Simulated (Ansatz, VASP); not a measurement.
# Cross-check of KCl (Sylvite) between VASP and Ansatz

One calculation is typed for both programs; each brings its own data sets and cutoff. How far apart do they land? The cell is taken from a series of VASP runs on this material, whose earlier steps may have relaxed, scaled or displaced it; both programs get it as it stands.

Calculated with Ansatz 0.2.0; plane waves, with VASP 6.6.1 beside it; band structure at HSE06.

## Step 1: The starting structure

It takes space group Fm-3m (No. 225, cubic). The conventional cell has a = 6.279 Å, b = 6.279 Å, c = 6.279 Å, α = 90.00°, β = 90.00°, γ = 90.00°. Nearest to K lie 6 Cl at 3.14 Å. Cl has 6 K at 3.14 Å nearest. Farther neighbours and most contacts between anions are not listed.

## Step 2: Ansatz: band structure, HSE06

Ansatz runs on its default PAW (the set named soft_2) files.

Levels along a path test the potential and the projectors away from the mesh points.

Input file input.yaml:

```yaml
crystal:
  lattice:
    - [0.0, 3.1394, 3.1394]
    - [3.1394, 0.0, 3.1394]
    - [3.1394, 3.1394, 0.0]
  atoms:
    - { symbol: K, position: [0.0, 0.0, 0.0] }
    - { symbol: Cl, position: [0.5, 0.5, 0.5] }
hamiltonian:
  xc: { exchange: pbe, correlation: pbe, exx: { coeff: 0.25, omega: 0.2 } }
  pseudopotentials: { kind: paw }
kpoints:
  mp_grid: { grid: [4, 4, 4] }
  band_path:
    path:
      - [0.0, 0.0, 0.0]
      - [0.5, 0.0, 0.5]
      - [0.5, 0.22222, 0.72222]
      - [0.40278, 0.34722, 0.75]
      - [0.125, 0.125, 0.25]
      - [0.27778, 0.27778, 0.27778]
      - [0.55556, 0.38889, 0.55556]
      - [0.58333, 0.25, 0.66667]
      - [0.5, 0.30556, 0.69444]
      - [0.48611, 0.48611, 0.52778]
      - [0.625, 0.25, 0.625]
      - [0.5, 0.0, 0.5]
    npoints: 1
scf:
  occupations: { method: gaussian, width: 0.03 }
  n_extra_bands: 7
output:
  forces: true
  stress: true
  eigenvalues: true
  write_density: true
  write_potential: true
  elf: true
  volumetric_format: npy
```

On the command line:

```console
$ ansatz run input.yaml --threads 4 --pin off --max-ram 9216MiB --backend cpu --events-out ev --progress --plain --runs-dir out
```

Numbers of over 12 decimals in the logs are rounded to 6 here.

The program printed:

```text
Warning: output.stress: scf.convergence.dr2_threshold = 1e-7 eV (the SCF's general default) is looser than the 2e-10 eV advised for a printed stress (1e-10 eV for each atom of the cell: 2). What an SCF threshold leaves in a stress goes as its square root, and in the free energy as the threshold itself, and one threshold admits the most on a small cell: [figures from the program's tests cut] Set scf.convergence.dr2_threshold to 2e-10 eV or tighter. The threshold is an SCF's pass mark: one that does not reach it within its budget of iterations ends unconverged, or closes short of it on a stop that the run arms, and scf.convergence.dr2_threshold's page says what that costs each kind of run
Warning: output.stress: scf.exx.energy_threshold = 1e-6 eV is looser than the 2e-8 eV advised for a stress under a hybrid functional (1e-8 eV for each atom of the cell: 2). Every SCF of the exchange loop can meet its threshold on dr2 while the loop round them stops early: no threshold on dr2 bounds what that leaves in the stress. Set scf.exx.energy_threshold to 2e-8 eV or tighter. The threshold is the loop's pass mark: a loop that does not reach it within its budget of cycles ends unconverged, and scf.exx.energy_threshold's page has the law
scf.n_extra_bands = 7 over 8 filled bands (N_el = 16.0): the run solves 15 bands
Engine: ansatz 0.2.0, aarch64-unknown-linux-gnu
Pseudopotentials: kind: paw
Pseudopotential: K, paw, valence charge 9, recommended cutoff 420 eV (normal), K.paw.azcp
Pseudopotential: Cl, paw, valence charge 7, recommended cutoff 420 eV (normal), Cl.paw.azcp
Functional definition: unnamed
  parameter a_1 = 0.25
  parameter omega_1 = 0.2/angstrom
  exchange = pbe_x + (-a_1)*pbe_x_sr(omega_1) + a_1*exact_x_sr(omega_1)
  correlation = pbe_c
Crystal: 2 atoms, lattice volume = 61.883 Å³
Basis set: ecut = 420 eV, 1243 PW (Γ), exchange–correlation on 60×60×60 points (8 copies of the dense FFT grid, shifted against one another)
Bands: 15, of which v1, the nominal top of the filled ones, is band 8 counted from 1 (7 counted from 0)
Symmetry: 48 space group operations
Space group: Fm-3m (ITA 225), of the structure as read, at distance tolerance 4.0e-5 Å
k-points: 8 of 64
Non-local potential: K, projectors of the file, l = 0: 3, l = 1: 2, l = 2: 2
Non-local potential: Cl, projectors of the file, l = 0: 2, l = 1: 2, l = 2: 2
PAW form: soft (Blöchl's): semilocal exchange-correlation on the pseudo side does not see the compensation charge
PAW frozen core: K, regenerated for the run's functional, and the local potential with it (the file was generated under x = pbe(κ = 0.804, μ = 0.219515), c = pbe(β = 0.066725))
PAW frozen core: Cl, regenerated for the run's functional, and the local potential with it (the file was generated under x = pbe(κ = 0.804, μ = 0.219515), c = pbe(β = 0.066725))
PAW one-centre angular grid: K, 110 points (default); XC on 64 Gauss nodes
PAW one-centre angular grid: Cl, 110 points (default); XC on 64 Gauss nodes
Initial density: superposition of atomic densities (neutral atoms: chi_scale 0, normalization atom), corrected by the library's trained network
Initial wavefunctions: pseudopotential atomic-orbital guess
Functional: x = pbe(κ = 0.804, μ = 0.219515), c = pbe(β = 0.066725), warm-up for x = pbe(κ = 0.804, μ = 0.219515) + 0.25 (exact − pbe) at short range (hse, ω = 0.2 Å⁻¹), c = pbe(β = 0.066725)
SCF iter   1: F=—  HF=-2621.216441 eV  |F-HF|=—  |Δ(HF+E_count)|=         —  Δρ=6.81e-4  dr2=3.49e-4  ethr=1.77e-3  ⟨swp⟩=2.1  Hψ=944  notcnv=0
preconditioner: auto → none  [insulator: Δε(μ)=5.197 eV  Ē_g=16.338 eV  σ=0.030 eV  W_gap=1.00  n_scr=14 (ndim 8)  ℏωp=17.7 eV  f_vac=0.077  D(μ)=0.00/eV (n_scr^D=0)]
iter 2 solved again at ethr=5.37e-8 eV; its pass at ethr=2.18e-6 eV (dr2=8.59e-6 eV) is discarded
SCF iter   2: F=-2621.216319 eV  HF=-2621.216322 eV  |F-HF|=2.60e-6  |Δ(HF+E_count)|=   1.19e-4  Δρ=1.21e-4  dr2=8.30e-6  ethr=5.37e-8  ⟨swp⟩=2.6  Hψ=431  notcnv=0
SCF 1 stopped early in 2 iterations: F = -2621.216319 eV  dr2 = 8.30e-6
  greatest PAW one-centre occupation: 0.987 electrons in one spin orbital (limit 2), on the K atom at site 0 (counted from 0), in its partial waves of l = 0
Initial density: handed on by an earlier stage of this run
Initial wavefunctions: those handed on with the density
Functional: x = pbe(κ = 0.804, μ = 0.219515) + 0.25 (exact − pbe) at short range (hse, ω = 0.2 Å⁻¹), c = pbe(β = 0.066725)
Exchange kernel: α = 0.2500, screened, ω = 0.2000 Å⁻¹, Wigner–Seitz truncation, v(0) = 1117.7092 eV·Å³, q-mesh 4×4×4, nearest image of the exchange supercell L = 17.76 Å, pair-density grid 18×18×18, without the augmentation charges, whose exchange is taken in its separable form by FFT convolution over the k-point mesh (sized by the pseudopotential files, 25×25×25 at the most), smooth part of the exact exchange by density-matrix convolution
Frozen-core exchange: fock
SCF iter   1: F=—  HF=-2622.891541 eV  |F-HF|=—  |Δ(HF+E_count)|=         —  Δρ=2.60e-3  dr2=3.31e-3  ethr=5.19e-7  ⟨swp⟩=9.6  Hψ=702  notcnv=0
preconditioner: auto → none  [insulator: Δε(μ)=6.554 eV  Ē_g=18.501 eV  σ=0.030 eV  W_gap=1.00  n_scr=14 (ndim 8)  ℏωp=17.7 eV  f_vac=0.078  D(μ)=0.00/eV (n_scr^D=0)]
SCF iter   2: F=—  HF=-2622.890588 eV  |F-HF|=—  |Δ(HF+E_count)|=   9.53e-4  Δρ=1.21e-3  dr2=5.89e-4  ethr=5.19e-7  ⟨swp⟩=3.4  Hψ=334  notcnv=0
SCF iter   3: F=—  HF=-2622.891793 eV  |F-HF|=—  |Δ(HF+E_count)|=   1.21e-3  Δρ=3.54e-4  dr2=9.37e-5  ethr=5.19e-7  ⟨swp⟩=3.4  Hψ=346  notcnv=0
SCF iter   4: F=—  HF=-2622.891769 eV  |F-HF|=—  |Δ(HF+E_count)|=   2.40e-5  Δρ=3.48e-5  dr2=1.49e-6  ethr=5.19e-7  ⟨swp⟩=3.0  Hψ=199  notcnv=0
SCF iter   5: F=-2622.891778 eV  HF=-2622.891777 eV  |F-HF|=4.93e-7  |Δ(HF+E_count)|=   8.04e-6  Δρ=1.63e-5  dr2=2.42e-7  ethr=4.23e-9  ⟨swp⟩=3.6  Hψ=339  notcnv=0
SCF 2 stopped early in 5 iterations: F = -2622.891778 eV  dr2 = 2.42e-7
  greatest PAW one-centre occupation: 0.989 electrons in one spin orbital (limit 2), on the K atom at site 0 (counted from 0), in its partial waves of l = 0
hybrid outer 1: dexx = +1.519e-3 eV, tail = 3.81e-6 eV
Exchange kernel: α = 0.2500, screened, ω = 0.2000 Å⁻¹, Wigner–Seitz truncation, v(0) = 1117.7092 eV·Å³, q-mesh 4×4×4, nearest image of the exchange supercell L = 17.76 Å, pair-density grid 18×18×18, without the augmentation charges, whose exchange is taken in its separable form by FFT convolution over the k-point mesh (sized by the pseudopotential files, 25×25×25 at the most), smooth part of the exact exchange by density-matrix convolution
Frozen-core exchange: fock
SCF iter   1: F=—  HF=-2622.891796 eV  |F-HF|=—  |Δ(HF+E_count)|=         —  Δρ=2.96e-5  dr2=1.38e-7  ethr=1.19e-7  ⟨swp⟩=4.8  Hψ=327  notcnv=0
preconditioner: auto → none  [insulator: Δε(μ)=6.548 eV  Ē_g=18.499 eV  σ=0.030 eV  W_gap=1.00  n_scr=14 (ndim 8)  ℏωp=17.7 eV  f_vac=0.097  D(μ)=0.00/eV (n_scr^D=0)]
SCF iter   2: F=—  HF=-2622.891796 eV  |F-HF|=—  |Δ(HF+E_count)|=   2.86e-8  Δρ=1.36e-5  dr2=2.73e-8  ethr=7.28e-10  ⟨swp⟩=2.6  Hψ=195  notcnv=0
SCF iter   3: F=-2622.891796 eV  HF=-2622.891796 eV  |F-HF|=1.36e-10  |Δ(HF+E_count)|=   8.20e-9  Δρ=9.07e-7  dr2=2.23e-9  ethr=1.58e-10  ⟨swp⟩=3.0  Hψ=211  notcnv=0
SCF 3 converged in 3 iterations: F = -2622.891796 eV  dr2 = 2.23e-9
  Residual-converged pass: ⟨swp⟩=3.0  Hψ=212  notcnv=0  max |occ|·‖R‖ = 2.3e-6 eV (tolerance 2.4e-6 eV)  dr2=2.29e-9  dr2_onsite=3.41e-11  max |Δocc| = 0.0e0
hybrid outer 2: dexx = +5.362e-8 eV, tail = 6.68e-9 eV, Δε = 1.90e-3 eV (about 8.43e-5 eV left of the loop's levels)
NSCF: frozen V_eff on 12 k-points
hybrid SCF converged: 2 outer / 8 inner (+2 warm-up), last move |dexx| = 5.36e-8 eV, tail = 6.68e-9 eV
Stability not checked: this state was not tested for a lower state beside it, because the functional holds exact exchange (a hybrid, or Hartree-Fock), whose exchange loop this test does not read (fock_operator; see scf.lower_state_search)
Free energy (F): -2622.891796 eV
Frozen-core exchange: fock
Harris-Foulkes:  -2622.891796 eV  (|F-HF|=1.36e-10)
Internal energy: -2622.891796 eV  (E = F + TS)
E sigma→0 (E₀):  -2622.891796 eV
Fermi energy:    3.172517 eV
--- Per-component energies (eV) ---
  E_band       = -157.342277
  E_kinetic    = 416.370025
  E_local      = -832.073630  (includes V_loc(G=0)·N_el)
  E_nonlocal   = 40.931312
  E_hartree    = 279.171532
  E_xc         = -194.486936
  E_vxc        = -228.729787  (∫ρ·V_xc dr)
  E_exx        = -39.736523  (= α·E_x^exact, valence–valence)
  E_paw        = -1451.905144  (= ΣΔE_a)
  E_vpaw       = -32.709945  (= ΣTr[D̂ρ^β])
  E_aug_tail   = 0.000085  (compensation charges beyond the density's cutoff)
  E_ewald      = -840.910139
  E_core_change = -0.252376  (= ΣΔE_core)
  E_smearing   = -0.000000  (= −TS)
  E_closure    = -0.000000  (closes the sum)
  Σ components = -2622.891796   (vs F -2622.891796, Δ=0.00e0)
--- Forces (eV/Å), atoms counted from 1 ---
  atom   1  K     -0.00000000     0.00000000     0.00000000
  atom   2  Cl     0.00000000     0.00000000    -0.00000000
  max |Σ_I F_I| component: 3.35e-30 eV/Å
--- Stress (GPa, compression-positive) ---
        0.585452      -0.000000      -0.000000
       -0.000000       0.585452       0.000000
       -0.000000      -0.000000       0.585452
  P = ⅓ Tr σ = 0.5855 GPa (5.855 kbar)
--- Band table (eV; the first three rows and the last of 8) ---
  k-point 0: bands = [... 4 lower, -11.4273, -0.1015, -0.1015, -0.1015, 6.4464, 9.8381, 9.8381, 9.8381, ... 3 higher]
  k-point 1: bands = [... 4 lower, -11.3100, -0.7106, -0.2786, -0.2786, 7.7345, 9.5539, 10.6421, 10.6421, ... 3 higher]
  k-point 2: bands = [... 4 lower, -11.1994, -1.2131, -0.4451, -0.4451, 8.8422, 10.0566, 12.2572, 12.2572, ... 3 higher]
  k-point 7: bands = [... 4 lower, -11.3439, -0.6178, -0.6054, -0.6054, 9.3939, 9.3939, 10.9236, 11.5297, ... 3 higher]
```

Elapsed: 23 s, on 4 threads of Arm Neoverse N1, shared host; peak memory 0.61 GiB; 83 s of CPU time.

[end of part 1 of 2]

[Lines on the potential files, build, host, timing and source positions are cut from VASP's logs without a mark.]

[Logs are printed without paths, hosts, clocks, repeated set-up lines and the standing remarks that a program may print on its own settings, such as how far it seeks lower states.]

[Hosts, paths, dates, database ids (printed as entryN), source tags and the programs' standing remarks are cut or masked in the printed files.]
